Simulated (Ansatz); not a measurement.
All-electron equations of state of elemental crystals

All-electron LAPW (Ansatz 0.2.0), scalar-relativistic, no spin, Fermi–Dirac smearing 0.136 eV, k-meshes of 8 to 18 points an axis; Birch–Murnaghan fits to pressures. Some or most of these lattices are hypothetical for the element, and V0 is the minimum nearest the starting volume; lattices without a usable fit are left out; mesh and smearing are coarse, and magnetic elements are treated as non-magnetic.

```csv
element,lattice,functional,V0 (Å³/atom),B0 (GPa),B′,k-points per axis
In,bcc,LDA,24.85,49,5.4,13
In,bcc,PBEsol,25.87,43,5.2,12
In,diamond,LDA,33.81,32,5.2,8
In,diamond,PBE,38.22,21,6.8,8
In,diamond,PBEsol,35.39,28,5.3,8
In,fcc,PBE,27.50,35,5.3,12
In,fcc,PBEsol,25.56,44,5.2,12
In,sc,LDA,26.31,43,5.0,11
In,sc,PBE,29.72,30,4.9,11
In,sc,PBEsol,27.46,38,4.9,11
```

Give V0 and B0 for fcc In in LDA.

24.60 Å³/atom and 49.4 GPa.

Give V0 and B0 for bcc In in PBE.

27.85 Å³/atom and 33.9 GPa.
